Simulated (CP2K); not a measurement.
**HfC in CP2K: the effect of functional**

Crystal: HfC.

```xyz
2
Lattice="3.2880 0.0000 0.0000 1.6440 2.8475 0.0000 1.6440 0.9492 2.6847" Properties=species:S:1:pos:R:3 pbc="T T T"
Hf    3.2880    1.8984    1.3423
C     0.0000    0.0000    0.0000
```

Alike in all runs:

```yaml
Program: CP2K 2026.2
Task: band structure
Potentials_or_basis: POTENTIAL_UZH Hf GTH-PBE-q12, C GTH-PBE-q4; TZVP-MOLOPT-PBE-GTH basis
Density_cutoff: 9184 eV
k_mesh: 10 × 10 × 10
Occupations: fermi-dirac, width 0.05 eV
Spin: no spin polarisation
```

```csv
functional,pressure (GPa)
PBE,-1.6
LDA,?
PBEsol,-6.5
rev-vdW-DF2,-3.1
vdW-DF2,9.3
optB88-vdW,-1.0
r2SCAN,-0.9
```

What does the run with functional LDA give?

Pressure -9.1 GPa.

Caveats: the basis of atomic orbitals isn't converged, which shifts pressures, moduli and gaps; the potentials were made for another functional, which shifts forces and pressure (some runs).
